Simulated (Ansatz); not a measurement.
# Si: the cost of one run

Program: Ansatz 0.2.0. Level of theory: DFT LDA, scalar-relativistic, plane waves, PAW. These are calculated values, not measurements.

**1. Starting point**

It takes space group Ia-3 (No. 206, cubic). The conventional cell has a = 6.567 Å, b = 6.567 Å, c = 6.567 Å, α = 90.00°, β = 90.00°, γ = 90.00°. Si (site symmetry 3) is surrounded by 4 Si at 2.33 to 2.36 Å.

Coordinates:

```cif
data_structure
_symmetry_space_group_name_H-M 'Ia-3'
_symmetry_Int_Tables_number 206
_cell_length_a 6.5674
_cell_length_b 6.5674
_cell_length_c 6.5674
_cell_angle_alpha 90.000
_cell_angle_beta 90.000
_cell_angle_gamma 90.000
_cell_volume 283.26
loop_
_atom_site_label
_atom_site_type_symbol
_atom_site_symmetry_multiplicity
_atom_site_Wyckoff_symbol
_atom_site_fract_x
_atom_site_fract_y
_atom_site_fract_z
_atom_site_occupancy
Si1 Si 16 c 0.10224 0.10224 0.10224 1
```

This cell was relaxed beforehand with the same method: volume 17.70 Å³/atom, gap on the mesh none (metal).

**2. Zero of energy**

Reference values: F = -4868.2178 eV; pressure 0.00 GPa; largest force 0.003 eV/Å; gap on the mesh none (metal). It was computed beforehand with the settings of the runs below.

**3. The scan: a frozen normal mode**

Mode 4 of the phonon run on this cell, counted from the lowest, is frozen in: each atom moves by x times its row below, so x is the largest displacement.

```
atom      ux      uy      uz
 Si1   0.170   0.177  -0.124
 Si2  -0.187  -0.160  -0.535
 Si3  -0.489   0.489   0.023
 Si4  -0.132   0.152  -0.682
 Si5   0.318  -0.630   0.545
 Si6   0.620  -0.329   0.114
 Si7   0.000   0.000   1.000
 Si8  -0.302   0.301  -0.341
```

**4. At x = -0.300 Å**

input.yaml reads:

```yaml
crystal:
  lattice:
    - [-3.2836945433, 3.2836945433, 3.2836945433]
    - [3.2836945433, -3.2836945433, 3.2836945433]
    - [3.2836945433, 3.2836945433, -3.2836945433]
  atoms:
    - { symbol: Si, position: [0.2020824632, 0.2023783608, 0.1886420047] }
    - { symbol: Si, position: [0.5317463414, 0.0329704025, 0.3113425117] }
    - { symbol: Si, position: [0.2721639968, 0.5212849167, 0.0] }
    - { symbol: Si, position: [0.0241977808, 0.3326833598, 0.4990718366] }
    - { symbol: Si, position: [0.7993833926, 0.7560617283, 0.8097465505] }
    - { symbol: Si, position: [0.5098135694, -0.0335239684, 0.6911812229] }
    - { symbol: Si, position: [0.6588034547, 0.4543197462, 0.0] }
    - { symbol: Si, position: [0.001809001, 0.7338254541, 0.5000158736] }
basis:
  ecutwfc: 420
kpoints:
  mp_grid: { grid: [8, 8, 8] }
hamiltonian:
  xc: lda
scf:
  occupations: { method: gaussian, width: 0.15 }
output:
  forces: true
  stress: true
  eigenvalues: true
```

Started as:

```console
$ ansatz run input.yaml --threads 2 --pin off --max-ram 5120MiB --backend cpu --events-out ev --progress --plain --runs-dir out
```

**Question.** How long does this run take on 2 threads of AMD EPYC (Zen 3), shared host, and how much memory does it need?

About 1.8 min, with a peak of 0.91 GiB.
